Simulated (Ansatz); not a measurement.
Rows from a G0W0 calculation on AlN (honeycomb bilayer) (Ansatz 0.2.0; G0W0 on PBE, plane waves, PAW; PAW set soft_1; 6×6×1 mesh, 381 empty bands, screening to 75 eV, PAW set soft_1 files), in eV. Spin-orbit coupling is left out.

```csv
row,Σx,Σc,Vxc,Z
A,-4.02,-3.55,-8.43,0.81
B,-19.28,2.88,-15.29,0.75
C,-4.83,-2.39,-8.12,0.84
D,-19.84,2.79,-16.03,0.76
E,-22.18,3.33,-17.84,0.76
F,-5.53,-2.64,-8.98,0.83
```

Which rows are filled states and which are empty ones, and how can one tell?

Filled: B, D and E. Empty: A, C and F. The sign of Σc tells: for a filled state bare exchange, which holds its interaction with itself, lies below Vxc (Σx − Vxc is -3.8 eV or lower here) and screening gives part back as a positive Σc. For an empty state Σx lies above Vxc (+3.3 eV or more) and the Coulomb hole leaves Σc negative.

[Paths, hosts, dates, memory and timing lines, banners, echoed tables and standing remarks are left out of the program output.]

[Logs are printed without paths, hosts, clocks, repeated set-up lines and the standing remarks that a program may print on its own settings, such as how far it seeks lower states.]

[Runs of the session that timed out or met a known fault of the program may be left out.]

[Cells called generated may have been cut or substituted from an entry of the Crystallography Open Database or the Materials Project.]

[Hosts, paths, dates, database ids (printed as entryN), source tags and the programs' standing remarks are cut or masked in the printed files.]
